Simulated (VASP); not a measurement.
Write the native input for VASP 6.6.1 that does the following.

```yaml
Task: single point
Functional: RPBE
Potentials_or_basis: VASP PAW PBE potentials, release 64 (Mg_pv)
Cutoff: 520 eV
k_mesh: 11 × 11 × 11
Occupations: gaussian, width 0.02 eV
Spin: no spin polarisation
Further_INCAR_settings: ALGO = Normal; EDIFF = 1e-06
```

The structure of Mg lies in POSCAR:

```
Mg
1.0
   -1.8359916300      1.8359916300      1.6794040200
    1.8359916300     -1.8359916300      1.6794040200
    1.8359916300      1.8359916300     -1.6794040200
Mg
1
Cartesian
    0.0000000000      0.0000000000      0.0000000000
```

This isn't the form of Mg at room conditions, which is hcp.

One way to write it, as run:

INCAR

```
SYSTEM = Mg
PREC = Accurate
ENCUT = 520
EDIFF = 1E-6
ISMEAR = 0
SIGMA = 0.02
LREAL = .False.
LASPH = .True.
NELM = 60
ALGO = Normal
ISIF = 2
LWAVE = .False.
LCHARG = .False.
GGA = RP
```

KPOINTS

```
Automatic mesh
0
Gamma
  11 11 11
  0 0 0
```

Potentials or basis: VASP PAW PBE potentials, release 64 (Mg_pv).

Command:

```sh
$ cat potpaw_PBE.64/Mg_pv/POTCAR > POTCAR
$ mpirun -np 1 vasp_std > vasp.out
```

Results of the run:

```json
{"Pressure": "1.6 GPa", "Band gap on the k mesh": "none (metal or under the smearing width)"}
```

Caveat: the PAW data sets were made with another functional, which shifts forces and pressure a little.

Run time: 9.6 s on 1 thread of Intel(R) Xeon(R) Platinum 8488C (Sapphire Rapids), with other jobs on the host, peak memory 0.14 GiB.
